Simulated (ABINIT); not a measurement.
# CaO in ABINIT: the effect of functional

CaO:

```
Ca O
1.0
     0.00000    2.40356    2.40356
     2.40356    0.00000    2.40356
     2.40356    2.40356    0.00000
Ca O
1 1
Cartesian
  0.0000 0.0000 0.0000
  2.4036 2.4036 2.4036
```

The cell is a database's computed one.

Alike in all runs:

```yaml
Program: ABINIT 10.8.3 (patched build)
Task: single point
Potentials_or_basis: PseudoDojo NC SR PBE v0.4.1 standard
Cutoff: 952 eV
k_mesh: 6 × 6 × 6
Occupations: fixed
Spin: no spin polarisation
```

```tsv
functional	gap on the mesh (eV)
PBEsol	3.56
PBE	3.66
HSE06	?
```

Task: What does the run with functional HSE06 give?

Result: gap on the mesh 5.27 eV.

Caveats: Libxc's HSE differs a little from that of other programs (some runs).

A k mesh can miss the band edges.
